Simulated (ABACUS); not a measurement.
SnO2 (Cassiterite):

```
CELL_PARAMETERS angstrom
4.73800 0.00000 0.00000
0.00000 4.73800 0.00000
0.00000 0.00000 3.18650
ATOMIC_POSITIONS crystal
Sn 0.50000 0.50000 0.50000
Sn 0.00000 0.00000 0.00000
O 0.80710 0.19290 0.50000
O 0.69290 0.69290 0.00000
O 0.19290 0.80710 0.50000
O 0.30710 0.30710 0.00000
```

Base run:

| Item | Value |
| --- | --- |
| Program | ABACUS 3.10.1 |
| Functional | PBE |
| Dispersion | D3(BJ)+ABC |
| Potentials or basis | PseudoDojo NC SR 0.4.1 PBE standard |
| Cutoff | 1361 eV |
| Density cutoff | 5442 eV |
| Basis | DZP LCAO (the cutoffs set its grid) |
| k mesh | 6 × 6 × 8 |
| Occupations | fermi-dirac, width 0.05 eV |
| Spin | no spin polarisation |

Its results: band gap on the k mesh 1.12 eV, direct; pressure 14.4 GPa; largest force 0.266 eV/Å.

After a change of settings the same cell gave: band gap on the k mesh 1.12 eV, direct; pressure 17.2 GPa; largest force 0.261 eV/Å. Which change was it?
A. dispersion from D3(BJ)+ABC to D3
B. dispersion from D3(BJ)+ABC to none
C. dispersion from D3(BJ)+ABC to D2
D. dispersion from D3(BJ)+ABC to D3(BJ)

B.

Dispersion adds attraction, which lowers the pressure at fixed volume and, as a term added to the energy, leaves the levels alone.

Caveats: the atomic orbitals were generated for these runs and aren't a published set; spin-orbit coupling is left out, which moves the levels of the heavy elements; the basis of atomic orbitals isn't converged, which shifts pressures, moduli and gaps.
